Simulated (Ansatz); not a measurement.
Wurtzite AgI, relaxed with r2SCAN, was run in the PAW code Ansatz under altered settings. All numbers are computed, without spin polarisation but where a row says otherwise.

```xyz
4
Lattice="4.6509 0.0000 0.0000 -2.3254 4.0278 0.0000 0.0000 0.0000 7.5993" Properties=species:S:1:pos:R:3 pbc="T T T"
Ag    0.0000    2.6852    0.0000
Ag    2.3254    1.3426    3.7997
I     0.0000    2.6852    2.8497
I     2.3254    1.3426    6.6493
```

The base run's other keys:
```yaml
kpoints:
  mp_grid: { grid: [6, 6, 2] }
hamiltonian:
  xc: hse06
scf:
  occupations: { method: fixed }
  n_extra_bands: 5
```

It takes 12 iterations with 2779 plane waves at 420 eV and 14 k points, and leaves a mean stress of +0.49 GPa. The gap over this mesh is 2.531 eV. It ran on 4 threads of Arm Neoverse N1, with other jobs on the host.

Outcomes, with energy and stress as changes against the base:
```csv
setting,outcome,ΔF (meV/atom),Δ mean stress (GPa),gap on the mesh (eV),iterations,wall time
hamiltonian.xc: lc_wpbe,converged,–,-1.0,7.274,16,110 s
scf.occupations: fermi_dirac 0.2,converged,0.0,0.0,2.531,17,81 s
```
A dash marks a value that wasn't obtained or can't be compared. Stress is positive in compression. The base took 77 s. The base's mesh is coarse for a hybrid, so its own values aren't converged.

- hamiltonian.xc: lc_wpbe. The mean stress moves by -1.0 GPa and the gap on the mesh by +4.743 eV (to 7.274). It's another functional on the same cell, so totals aren't comparable.

Within 1 meV an atom, 0.1 GPa and 0.005 eV of the base stay: scf.occupations: fermi_dirac 0.2.

No spin-orbit coupling is included; it can move band edges with weight on the heavy atoms by tenths of an eV.

The program warns that its thresholds are loose for a hybrid's stress.

The meshes of the hybrids are coarse, so their gaps aren't converged to the digits shown.
